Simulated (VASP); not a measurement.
# VN (Fm-3m) in VASP: further runs

One crystal, VN, is run at these levels: r2SCAN, LDA; tasks: relaxation of cell and atoms.

All numbers are computed with VASP 6.6.1; they aren't measurements. Logs are shortened: lines on timing, memory, paths and dates and some standing lists are left out, and cuts for length are marked.

### 1 Starting point

It takes space group Fm-3m (No. 225, cubic). The conventional cell has a = 4.128 Å, b = 4.128 Å, c = 4.128 Å, α = 90.00°, β = 90.00°, γ = 90.00°. Around V (site symmetry m-3m) lie 6 N at 2.06 Å. N (site symmetry m-3m) is surrounded by 6 V at 2.06 Å.

The cell was built by a generator and needn't be a form met in nature.

### 2 Relaxation of cell and atoms, r2SCAN, collinear spin, ferromagnetic start

INCAR reads:

```
ALGO = Normal ; AMIX = 0.2
AMIX_MAG = 0.8 ; BMIX = 1E-4
BMIX_MAG = 1E-4 ; EDIFF = 1E-6
EDIFFG = -0.01 ; ENCUT = 600
IBRION = 2 ; ISIF = 3
ISMEAR = 1 ; ISPIN = 2
LASPH = True ; LCHARG = False
LMAXMIX = 4 ; LMIXTAU = True
LORBIT = 11 ; LREAL = False
LWAVE = False ; MAGMOM = 2 0
METAGGA = R2SCAN ; NELM = 150
NSW = 90 ; PREC = Accurate
SIGMA = 0.1
```

KPOINTS reads:

```
k-points
0
Gamma
  16 16 16
```

POSCAR reads:

```
VN
1.0
    0.0000000000      2.0640000000      2.0640000000
    2.0640000000      0.0000000000      2.0640000000
    2.0640000000      2.0640000000      0.0000000000
V N
1 1
Direct
    0.0000000000      0.0000000000      0.0000000000
    0.5000000000      0.5000000000      0.5000000000
```

Potentials or basis: VASP PAW PBE potentials, release 64 (V_sv, N).

The run is started by

```sh
$ cat potpaw_PBE.64/V_sv/POTCAR potpaw_PBE.64/N/POTCAR > POTCAR
$ mpirun -np 1 vasp_std > vasp.out
```

OUTCAR:

```text
AMIX = 0.2
   AMIX_MAG = 0.8
   EDIFF = 1E-6
   EDIFFG = -0.01
   ENCUT = 600
   IBRION = 2
   ISIF = 3
   ISMEAR = 1
   ISPIN = 2
   LASPH = True
   LORBIT = 11
   LREAL = False
   METAGGA = R2SCAN
   NELM = 150
   NSW = 90
   PREC = Accurate

 ion  position               nearest neighbor table
   1  0.000  0.000  0.000-   2 2.06   2 2.06   2 2.06   2 2.06   2 2.06   2 2.06
   2  0.500  0.500  0.500-   1 2.06   1 2.06   1 2.06   1 2.06   1 2.06   1 2.06

  LATTYP: Found a face centered cubic cell.
 ALAT       =     4.1280000000

  Lattice vectors:

 A1 = (   0.0000000000,   2.0640000000,   2.0640000000)
 A2 = (   2.0640000000,   0.0000000000,   2.0640000000)
 A3 = (   2.0640000000,   2.0640000000,   0.0000000000)

Analysis of symmetry for initial positions (statically):
=====================================================================
 Subroutine PRICEL returns:
 Original cell was already a primitive cell.

 Routine SETGRP: Setting up the symmetry group for a
 face centered cubic supercell.

 Subroutine GETGRP returns: Found 48 space group operations
 (whereof 48 operations were pure point group operations)
 out of a pool of 48 trial point group operations.

The static configuration has the point symmetry O_h .

Analysis of symmetry for dynamics (positions and initial velocities):
=====================================================================
 Subroutine PRICEL returns:
 Original cell was already a primitive cell.

 Routine SETGRP: Setting up the symmetry group for a
 face centered cubic supercell.

 Subroutine GETGRP returns: Found 48 space group operations
 (whereof 48 operations were pure point group operations)
 out of a pool of 48 trial point group operations.

The dynamic configuration has the point symmetry O_h .

Analysis of structural, dynamic, and magnetic symmetry:
=====================================================================
 Subroutine PRICEL returns:
 Original cell was already a primitive cell.

 Routine SETGRP: Setting up the symmetry group for a
 face centered cubic supercell.

 Subroutine GETGRP returns: Found 48 space group operations
 (whereof 48 operations were pure point group operations)
 out of a pool of 48 trial point group operations.

The overall configuration has the point symmetry O_h .

 Subroutine INISYM returns: Found 48 space group operations
 (whereof 48 operations are pure point group operations),
 and found     1 'primitive' translations

----------------------------------------------------------------------------------------
[... 126 lines left out ...]
 Methfessel and Paxton  Order N= 1 SIGMA  =   0.10
  energy-cutoff  :      600.00
  volume of cell :       17.59
 maximum number of plane-waves:       604
   NGX = 11   NGY = 11   NGZ = 11

--------------------------------------- Ionic step        1  -------------------------------------------

 number of electron      18.0000004 magnetization       0.6649881

 Free energy of the ion-electron system (eV)
  ---------------------------------------------------
  ext. energy  EPLUGINS =         0.00000000
  ---------------------------------------------------
  free energy    TOTEN  =       -25.60129332 eV

  energy without entropy =      -25.60111694  energy(sigma->0) =      -25.60123453

------------------------ aborting loop because EDIFF is reached ----------------------------------------

  FORCE on cell =-STRESS in cart. coord.  units (eV):
  Direction    XX          YY          ZZ          XY          YZ          ZX
  --------------------------------------------------------------------------------------
  -------------------------------------------------------------------------------------
  Total       -0.2953296     -0.2953296     -0.2953296      0.0000000     -0.0000000      0.0000000
  in kB      -26.9065750    -26.9065750    -26.9065750      0.0000000     -0.0000000      0.0000000
  external PRESSURE =     -26.9065750 kB  Pullay stress =       0.0000000 kB
[... 95 lines left out ...]
--------------------------------------- Ionic step        4  -------------------------------------------

 number of electron      18.0000006 magnetization       0.5196780

 Free energy of the ion-electron system (eV)
  ---------------------------------------------------
  ext. energy  EPLUGINS =         0.00000000
  ---------------------------------------------------
  free energy    TOTEN  =       -25.60359471 eV

  energy without entropy =      -25.60443425  energy(sigma->0) =      -25.60387456

 E-fermi :  12.1600     XC(G=0): -14.5874

 val. band max:       12.1597440067   @ k =  -0.3125   0.3125   0.1250
 cond. band min:      12.1608571068   @ k =   0.3750   0.0625   0.0000
 fundamental gap:      0.0011131001
 Fermi energy:        12.1600033499

 spin component 1

 k-point     1 :       0.0000    0.0000    0.0000
  band No.  band energies     occupation
      1     -56.2529      1.00000
      2     -28.7661      1.00000
      3     -28.7661      1.00000
      4     -28.7661      1.00000
      5      -6.9718      1.00000
      6       9.6770      1.00000
      7       9.6770      1.00000
      8       9.6770      1.00000
      9      10.2433      1.00000
     10      10.2433      1.00000
     11      10.2434      1.00000
     12      11.5997      1.00000
     13      11.5997      1.00000
     14      18.6939      0.00000
[... 379 lines left out ...]
      3     -28.7790      1.00000
      4     -28.7672      1.00000
      5      -6.7570      1.00000
      6       8.3254      1.00000
      7       8.5658      1.00000
      8       8.8335      1.00000
      9      10.3548      1.00000
     10      10.8467      1.00000
     11      10.9715      1.00000
     12      12.1765      0.36209
     13      12.9603     -0.00000
     14      19.2580      0.00000

 [... further k-points ...]

 spin component 2

 k-point     1 :       0.0000    0.0000    0.0000
  band No.  band energies     occupation
      1     -55.5815      1.00000
      2     -28.0896      1.00000
      3     -28.0895      1.00000
      4     -28.0895      1.00000
      5      -6.9556      1.00000
      6       9.6597      1.00000
      7       9.6597      1.00000
      8       9.6597      1.00000
      9      10.9722      1.00000
     10      10.9722      1.00000
     11      10.9722      1.00000
     12      11.9838      1.01593
     13      11.9838      1.01593
     14      18.8859      0.00000
[... 420 lines left out ...]
  FREE ENERGIE OF THE ION-ELECTRON SYSTEM (eV)
  ---------------------------------------------------
  free  energy   TOTEN  =       -25.6035947077 eV

  energy  without entropy=      -25.6044342497  energy(sigma->0) =      -25.60387456

 reached required accuracy - stopping structural energy minimisation

 total charge

# of ion       s       p       d       tot
------------------------------------------
    1        2.234   6.280   3.131  11.644
    2        1.254   2.552   0.000   3.806
--------------------------------------------------
tot          3.488   8.831   3.131  15.450

 magnetization (x)

# of ion       s       p       d       tot
------------------------------------------
    1        0.004   0.002   0.502   0.508
    2       -0.000  -0.011   0.000  -0.012
--------------------------------------------------
tot          0.003  -0.009   0.502   0.497
```

OSZICAR:

```text
N       E                     dE             d eps       ncg     rms          rms(c)
DAV:   1     0.155080240674E+03    0.15508E+03   -0.10985E+04  8120   0.166E+03
DAV:   2    -0.278813275986E+02   -0.18296E+03   -0.17631E+03  8738   0.446E+02
[... 42 lines left out ...]
DAV:   1    -0.256039233137E+02   -0.34335E-03   -0.74303E-03  8120   0.133E+00    0.226E-01
DAV:   2    -0.256036811150E+02    0.24220E-03   -0.44512E-04  8120   0.332E-01    0.977E-02
DAV:   3    -0.256036205771E+02    0.60538E-04   -0.88648E-05  8366   0.120E-01    0.442E-02
DAV:   4    -0.256035982610E+02    0.22316E-04   -0.83348E-05  9470   0.967E-02    0.116E-02
DAV:   5    -0.256035959177E+02    0.23433E-05   -0.26295E-06  7084   0.236E-02    0.106E-02
DAV:   6    -0.256035941113E+02    0.18064E-05   -0.12885E-06  5544   0.177E-02    0.178E-03
DAV:   7    -0.256035947077E+02   -0.59643E-06   -0.29185E-07  4072   0.689E-03
   4 F= -.25603595E+02 E0= -.25603875E+02  d E =-.230139E-02  mag=     0.5197
```

CONTCAR:

```text
VN
   1.00000000000000
     0.0000000000000000    2.0562110256660069    2.0562110256660069
     2.0562110256660069   -0.0000000000000000    2.0562110256660069
     2.0562110256660069    2.0562110256660069   -0.0000000000000000
  V               N
     1     1
Direct
     0.0000000000000000    0.0000000000000000    0.0000000000000000
     0.5000000000000000    0.5000000000000000    0.5000000000000000

  0.00000000E+00  0.00000000E+00  0.00000000E+00
  0.00000000E+00  0.00000000E+00  0.00000000E+00
```

Wall time 9.4 min (1 thread of Intel Xeon Platinum 8488C (Sapphire Rapids), shared host); peak memory 0.22 GiB.

Results:

```
Free energy                                           : -25.6036 eV
Relaxed volume                                        : 8.69 Å³/atom
Relaxed cell                                          : a = 2.908 Å, b = 2.908 Å, c = 2.908 Å, α = 60.00°, β = 60.00°, γ = 60.00°
Space group after relaxing (to 0.05 Å)                : Fm-3m (No. 225)
Energy gained by relaxing                             : 1.2 meV/atom
Ionic steps                                           : 4
Pressure after relaxing                               : -0.1 GPa
Band gap on the k mesh                                : none (metal or under the smearing width)
Net moment                                            : 0.52 μB per cell
Site moments                                          : V +0.51; N -0.01 μB
Valence electrons inside the program's atomic spheres : V 11.64; N 3.81
```

The path:
| step | energy change (eV) | largest force (eV/Å) | pressure (GPa) | volume (Å³) |
| --- | --- | --- | --- | --- |
| 1 | 0.0000 | 0.0000 | -2.69 | 17.59 |
| 2 | -0.0007 | 0.0000 | 3.09 | 17.21 |
| 3 | -0.0023 | 0.0000 | 0.30 | 17.37 |
| 4 | -0.0023 | 0.0000 | -0.09 | 17.39 |

Final structure:
```xyz
2
Lattice="0.0000 2.0562 2.0562 2.0562 0.0000 2.0562 2.0562 2.0562 0.0000" Properties=species:S:1:pos:R:3 pbc="T T T"
V     0.0000    0.0000    0.0000
N     2.0562    2.0562    2.0562
```

Caveat: the PAW data sets were made with another functional, which shifts forces and pressure a little. With open d or f shells a metallic result of r2SCAN can be an artefact of self-interaction; +U or a hybrid may open a gap.

### 3 Relaxation of cell and atoms, r2SCAN, collinear spin, ferromagnetic start

This run uses another cell than the first one, of 8.69 Å³/atom, 0.989 times its volume.

INCAR: that of step 2 with these lines changed.

```diff
@@ -2,4 +2,4 @@
 AMIX_MAG = 0.8 ; BMIX = 1E-4
-BMIX_MAG = 1E-4 ; EDIFF = 1E-6
-EDIFFG = -0.01 ; ENCUT = 600
+BMIX_MAG = 1E-4 ; EDIFF = 1E-7
+EDIFFG = -0.005 ; ENCUT = 600
 IBRION = 2 ; ISIF = 3
```

KPOINTS is that of step 2.

POSCAR reads:

```
VN                                      
1.0
    0.0000000000      2.0562110257      2.0562110257
    2.0562110257     -0.0000000000      2.0562110257
    2.0562110257      2.0562110257     -0.0000000000
  V               N             
     1     1
Direct
     0.0000000000000000    0.0000000000000000    0.0000000000000000
     0.5000000000000000    0.5000000000000000    0.5000000000000000
```

Potentials or basis: VASP PAW PBE potentials, release 64 (V_sv, N).

The run is started by

```sh
$ cat potpaw_PBE.64/V_sv/POTCAR potpaw_PBE.64/N/POTCAR > POTCAR
$ mpirun -np 1 vasp_std > vasp.out
```

OUTCAR:

```text
AMIX = 0.2
   AMIX_MAG = 0.8
   EDIFF = 1E-7
   EDIFFG = -0.005
   ENCUT = 600
   IBRION = 2
   ISIF = 3
   ISMEAR = 1
   ISPIN = 2
   LASPH = True
   LORBIT = 11
   LREAL = False
   METAGGA = R2SCAN
   NELM = 150
   NSW = 90
   PREC = Accurate

 ion  position               nearest neighbor table
   1  0.000  0.000  0.000-   2 2.06   2 2.06   2 2.06   2 2.06   2 2.06   2 2.06
   2  0.500  0.500  0.500-   1 2.06   1 2.06   1 2.06   1 2.06   1 2.06   1 2.06

  LATTYP: Found a face centered cubic cell.
 ALAT       =     4.1124220514

  Lattice vectors:

 A1 = (   0.0000000000,   2.0562110257,   2.0562110257)
 A2 = (   2.0562110257,   0.0000000000,   2.0562110257)
 A3 = (   2.0562110257,   2.0562110257,   0.0000000000)

Analysis of symmetry for initial positions (statically):
=====================================================================
 Subroutine PRICEL returns:
 Original cell was already a primitive cell.

 Routine SETGRP: Setting up the symmetry group for a
 face centered cubic supercell.

 Subroutine GETGRP returns: Found 48 space group operations
 (whereof 48 operations were pure point group operations)
 out of a pool of 48 trial point group operations.

The static configuration has the point symmetry O_h .

Analysis of symmetry for dynamics (positions and initial velocities):
=====================================================================
 Subroutine PRICEL returns:
 Original cell was already a primitive cell.

 Routine SETGRP: Setting up the symmetry group for a
 face centered cubic supercell.

 Subroutine GETGRP returns: Found 48 space group operations
 (whereof 48 operations were pure point group operations)
 out of a pool of 48 trial point group operations.

The dynamic configuration has the point symmetry O_h .

Analysis of structural, dynamic, and magnetic symmetry:
=====================================================================
 Subroutine PRICEL returns:
 Original cell was already a primitive cell.

[... 564 lines left out ...]
      6       8.3253      1.00000
      7       8.5657      1.00000
      8       8.8334      1.00000
      9      10.3544      1.00000
     10      10.8464      1.00000
     11      10.9713      1.00000
     12      12.1764      0.36323
     13      12.9602     -0.00000
     14      19.2579      0.00000

 [... further k-points ...]

 spin component 2

 k-point     1 :       0.0000    0.0000    0.0000
  band No.  band energies     occupation
      1     -55.5811      1.00000
      2     -28.0892      1.00000
      3     -28.0892      1.00000
      4     -28.0892      1.00000
      5      -6.9556      1.00000
      6       9.6595      1.00000
      7       9.6596      1.00000
      8       9.6596      1.00000
      9      10.9725      1.00000
     10      10.9725      1.00000
     11      10.9725      1.00000
     12      11.9840      1.01603
     13      11.9840      1.01603
     14      18.8860      0.00000
[... 379 lines left out ...]
      3     -28.1023      1.00000
      4     -28.0901      1.00000
      5      -6.7406      1.00000
      6       8.4409      1.00000
      7       8.6430      1.00000
      8       9.0242      1.00000
      9      11.0891      1.00000
     10      11.4845      1.00000
     11      11.4973      1.00000
     12      12.5304     -0.00000
     13      13.2521     -0.00000
     14      19.4405      0.00000

 [... further k-points ...]

------------------------ aborting loop because EDIFF is reached ----------------------------------------

  FORCE on cell =-STRESS in cart. coord.  units (eV):
  Direction    XX          YY          ZZ          XY          YZ          ZX
  --------------------------------------------------------------------------------------
  -------------------------------------------------------------------------------------
  Total       -0.0081983     -0.0081983     -0.0081983      0.0000000      0.0000000      0.0000000
  in kB       -0.7554467     -0.7554467     -0.7554467      0.0000000      0.0000000      0.0000000
  external PRESSURE =      -0.7554467 kB  Pullay stress =       0.0000000 kB

 VOLUME and BASIS-vectors are now :
 -----------------------------------------------------------------------------
  energy-cutoff  :      600.00
  volume of cell :       17.39
      direct lattice vectors                 reciprocal lattice vectors
     0.000000000  2.056211026  2.056211026    -0.243165703  0.243165703  0.243165703
     2.056211026  0.000000000  2.056211026     0.243165703 -0.243165703  0.243165703
     2.056211026  2.056211026  0.000000000     0.243165703  0.243165703 -0.243165703

 POSITION                                       TOTAL-FORCE (eV/Angst)
 -----------------------------------------------------------------------------------
      0.00000      0.00000      0.00000        -0.000000      0.000000      0.000000
      2.05621      2.05621      2.05621         0.000000     -0.000000     -0.000000
 -----------------------------------------------------------------------------------
    total drift:                                0.000000     -0.000000     -0.000000

  FREE ENERGIE OF THE ION-ELECTRON SYSTEM (eV)
  ---------------------------------------------------
  free  energy   TOTEN  =       -25.6033452029 eV

  energy  without entropy=      -25.6041853687  energy(sigma->0) =      -25.60362526

 reached required accuracy - stopping structural energy minimisation

 total charge

# of ion       s       p       d       tot
------------------------------------------
    1        2.234   6.280   3.130  11.644
    2        1.254   2.552   0.000   3.806
--------------------------------------------------
tot          3.488   8.832   3.130  15.450

 magnetization (x)

# of ion       s       p       d       tot
------------------------------------------
    1        0.004   0.002   0.503   0.509
    2       -0.000  -0.011   0.000  -0.012
--------------------------------------------------
tot          0.003  -0.009   0.503   0.497
```

OSZICAR:

```text
N       E                     dE             d eps       ncg     rms          rms(c)
DAV:   1     0.154823294956E+03    0.15482E+03   -0.11033E+04  8120   0.166E+03
DAV:   2    -0.279713525133E+02   -0.18279E+03   -0.17647E+03  8666   0.446E+02
DAV:   3    -0.352279927946E+02   -0.72566E+01   -0.71570E+01  9620   0.944E+01
[... 10 lines left out ...]
DAV:  14    -0.256033245034E+02   -0.13474E-04   -0.21998E-05  8222   0.491E-02    0.209E-02
DAV:  15    -0.256033366202E+02   -0.12117E-04   -0.93976E-06  9168   0.299E-02    0.154E-02
DAV:  16    -0.256033428411E+02   -0.62209E-05   -0.17084E-05  9124   0.419E-02    0.905E-03
DAV:  17    -0.256033444909E+02   -0.16498E-05   -0.23172E-06  8672   0.159E-02    0.218E-03
DAV:  18    -0.256033452113E+02   -0.72036E-06   -0.52383E-07  7966   0.726E-03    0.141E-03
DAV:  19    -0.256033452029E+02    0.84392E-08   -0.59740E-08  5056   0.313E-03
   1 F= -.25603345E+02 E0= -.25603625E+02  d E =-.256033E+02  mag=     0.5201
```

CONTCAR:

```text
VN
   1.00000000000000
     0.0000000000000000    2.0562110257000001    2.0562110257000001
     2.0562110257000001    0.0000000000000000    2.0562110257000001
     2.0562110257000001    2.0562110257000001    0.0000000000000000
  V               N
     1     1
Direct
     0.0000000000000000    0.0000000000000000    0.0000000000000000
     0.5000000000000000    0.5000000000000000    0.5000000000000000

  0.00000000E+00  0.00000000E+00  0.00000000E+00
  0.00000000E+00  0.00000000E+00  0.00000000E+00
```

Wall time 3.9 min (1 thread of Intel Xeon Platinum 8488C (Sapphire Rapids), shared host); peak memory 0.21 GiB.

What came out:

- Free energy: -25.6033 eV
- Pressure after relaxing: -0.1 GPa
- Band gap on the k mesh: none (metal or under the smearing width)
- Net moment: 0.52 μB per cell
- Site moments: V +0.51; N -0.01 μB
- Valence electrons inside the program's atomic spheres: V 11.64; N 3.81

Final structure:
```yaml
crystal:
  lattice:
    - [0.00000, 2.05621, 2.05621]
    - [2.05621, 0.00000, 2.05621]
    - [2.05621, 2.05621, 0.00000]
  atoms:
    - { symbol: V, position: [0.00000, 0.00000, 0.00000] }
    - { symbol: N, position: [0.50000, 0.50000, 0.50000] }
```

Caveat: the relaxation stopped at its first step, so nothing moved; the PAW data sets were made with another functional, which shifts forces and pressure a little. With open d or f shells a metallic result of r2SCAN can be an artefact of self-interaction; +U or a hybrid may open a gap.

(Continued in part 2 of 2.)
